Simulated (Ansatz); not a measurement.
# Property card for Hf

The calculation used DFT PBEsol, scalar-relativistic, plane waves, PAW (Ansatz).

Plane waves to 420 eV, a k mesh through Γ of 16×16×16 on the computed 1-atom cell and Gaussian smearing (0.10 eV); no spin polarisation.

The structure is relaxed at this level of theory with its symmetry kept. This fcc form isn't the element's structure at ambient conditions.

```
Hf
1.0
     0.00000    2.20905    2.20905
     2.20905    0.00000    2.20905
     2.20905    2.20905    0.00000
Hf
1
Direct
  0.00000 0.00000 0.00000
```

```
Space group                                                       : Fm-3m (No. 225)
Volume per atom                                                   : 145.5 bohr³
Formation energy from the elements' standard states (uncorrected) : +0.071 eV/atom
Kohn–Sham band gap                                                : none (metal)
Density of states at the Fermi level                              : 1.48 states/eV per cell
Löwdin character within 0.5 eV of the Fermi level                 : Hf 5d 85 %, unprojected 6 %
Bulk modulus                                                      : 108 GPa
Its pressure derivative                                           : 3.9
Bader charges (e)                                                 : Hf (1 in the cell) 0.00
```

Spin-orbit coupling is left out, which matters for the bands of heavy elements.